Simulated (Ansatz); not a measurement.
Here is an Ansatz 0.2.0 calculation.

Contents of input.yaml:

```yaml
crystal:
  lattice:
    - [0.0, 2.701992, 2.701992]
    - [2.701992, 0.0, 2.701992]
    - [2.701992, 2.701992, 0.0]
  atoms:
    - { symbol: Pb, position: [0.0, 0.0, 0.0] }
    - { symbol: O, position: [0.75, 0.75, 0.75] }
    - { symbol: O, position: [0.25, 0.25, 0.25] }
hamiltonian:
  xc: pbe
  pseudopotentials: { kind: paw }
kpoints:
  mp_grid: { grid: [9, 9, 9] }
scf:
  occupations: { method: gaussian, width: 0.024 }
output:
  forces: true
  stress: true
  eigenvalues: true
  write_density: true
  write_potential: true
  elf: true
  volumetric_format: npy
```

Potentials or basis: Ansatz PAW.

The run is started by

```bash
$ ansatz run input.yaml --threads 2 --pin off --max-ram 5632MiB --backend cpu --events-out ev --progress --plain --runs-dir out
```

(1) What does it give for the band gap on the k mesh?

(2) Predict the pressure.

## Answers

(1) none (metal or under the smearing width).

(2) 0.4 GPa.

Caveat: the pressure holds a Pulay correction of +0.6 GPa for the finite cutoff.
